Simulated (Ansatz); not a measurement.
# B: pressure up to the limit of the methods

An exercise on one series of results from a longer session: the logs are not shown, and one member is left open.

Computed with Ansatz 0.2.0 (DFT PBE, with the methods named in each step, unless a step's input says otherwise).

## Starting point

It takes space group P6_3/mmc (No. 194, hexagonal). Conventional cell: a = 2.555 Å, b = 2.555 Å, c = 6.898 Å, α = 90.00°, β = 90.00°, γ = 120.00°. Around B (site symmetry -6m2) lie 3 B at 1.48 Å.

Structure file:

```cif
data_structure
_symmetry_space_group_name_H-M 'P6_3/mmc'
_symmetry_Int_Tables_number 194
_cell_length_a 2.5550
_cell_length_b 2.5550
_cell_length_c 6.8985
_cell_angle_alpha 90.000
_cell_angle_beta 90.000
_cell_angle_gamma 120.000
_cell_volume 39.00
loop_
_atom_site_label
_atom_site_type_symbol
_atom_site_symmetry_multiplicity
_atom_site_Wyckoff_symbol
_atom_site_fract_x
_atom_site_fract_y
_atom_site_fract_z
_atom_site_occupancy
B1 B 2 b 0.00000 0.00000 0.25000 1
B2 B 2 c 0.33333 0.66667 0.25000 1
```

The file gives the conventional cell by its symmetry; the runs use the cell typed in the input.

Whether this phase is the stable one at these pressures isn't tested.

Atoms are numbered in the order of the input: B1, B2, B3, B4.

The first run:

input.yaml

```yaml
crystal:
  lattice:
    - [2.554995093, 0.0, 0.0]
    - [-1.2774975465, 2.2126906571, 0.0]
    - [0.0, 0.0, 6.8984867512]
  atoms:
    - { symbol: B, position: [0.0, 0.0, 0.25] }
    - { symbol: B, position: [0.0, 0.0, 0.75] }
    - { symbol: B, position: [0.3333333333, 0.6666666667, 0.25] }
    - { symbol: B, position: [0.6666666667, 0.3333333333, 0.75] }
kpoints:
  mp_grid: { grid: [15, 15, 5] }
scf:
  occupations: { method: fermi_dirac, width: 0.05 }
hamiltonian:
  xc: pbe
  pseudopotentials: { kind: paw }
output:
  forces: true
  stress: true
relax:
  f_tol: 0.005
  max_steps: 40
  cell: {}
```

Launch:

```
$ ansatz run input.yaml --threads 1 --pin off --max-ram 3072MiB --backend cpu --events-out ev --progress --plain --runs-dir out
```

Among the steps run: Cell relaxed at zero pressure, PAW; More of the same log: cell relaxed at zero pressure; Volume scaled by 1, PAW; Shape and atoms relaxed at 0.85 of the volume, PAW; More of the same log: shape and atoms relaxed at 0.85 of the volume; Volume scaled by 0.85, PAW; Shape and atoms relaxed at 0.65 of the volume, PAW; More of the same log: shape and atoms relaxed at 0.65 of the volume; Volume scaled by 0.65, PAW; Shape and atoms relaxed at 0.55 of the volume, PAW; Volume scaled by 0.55, PAW; Shape and atoms relaxed at 0.4 of the volume, PAW; Volume scaled by 0.4, PAW; Volume scaled by 0.4, PAW (core large).

One of the session's tables, all rows but one given; the rest of the session is left out.

 The rows PAW, 0.4 and PAW (core large), 0.4 agree to the last digit and may rest on the same set-up.

```
          method  volume over the first  volume (Å³/atom)  pressure (GPa)
             PAW                      1                 ?               ?
             PAW                   0.85             6.668           33.04
             PAW                   0.65             5.099          143.81
             PAW                   0.55             4.315          263.60
             PAW                    0.4             3.138          691.47
PAW (core large)                    0.4             3.138          691.47
```

Estimate the missing values for PAW, 1.

**Answer.** volume (Å³/atom): 7.845; pressure (GPa): 0.02. In the column «volume (Å³/atom)» it is the highest.
